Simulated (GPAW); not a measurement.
Crystal: In.

```
In
1.0
    -1.62547    1.62547    2.47370
     1.62547   -1.62547    2.47370
     1.62547    1.62547   -2.47370
In
1
Direct
  0.00000 0.00000 0.00000
```

```yaml
Program: GPAW 26.7.0
Task: relaxation of cell and atoms
Functional: PBEsol
Dispersion: D3(BJ)
Potentials_or_basis: PAW data sets generated in the run's folder for this functional
Cutoff: 600 eV
Basis: pw
k_mesh: 10 × 10 × 10
Occupations: fermi-dirac, width 0.05 eV
Spin: no spin polarisation
```

At the start: pressure -3.6 GPa; volume 26.14 Å³/atom.

Question: How do energy, volume and symmetry change on relaxing?

Answer: Over 8 steps the energy falls by 35.7 meV/atom and the volume is 24.15 Å³/atom (-7.6 %); space group Fm-3m (No. 225, to 0.05 Å).

The path:
| step | energy change (eV) | largest force (eV/Å) | pressure (GPa) | volume (Å³) |
| --- | --- | --- | --- | --- |
| 1 | 0.0000 | 0.0000 | -3.58 | 26.14 |
| 2 | -0.0144 | 0.0000 | -2.63 | 25.50 |
| 3 | -0.0297 | 0.0000 | 0.95 | 23.74 |
| 4 | -0.0311 | 0.0000 | 0.34 | 23.99 |
| 5 | -0.0335 | 0.0000 | -0.18 | 24.21 |
| 6 | -0.0352 | 0.0000 | -0.62 | 24.42 |
| 7 | -0.0356 | 0.0000 | -0.26 | 24.26 |
| 8 | -0.0357 | 0.0000 | 0.00 | 24.15 |

Final structure:
```xyz
1
Lattice="-1.6198 1.6198 2.3007 1.6198 -1.6198 2.3007 1.6198 1.6198 -2.3007" Properties=species:S:1:pos:R:3 pbc="T T T"
In    0.0000    0.0000    0.0000
```

Caveat: later steps reuse the first step's grids; pairwise dispersion overbinds metals, which lowers pressure and volume.
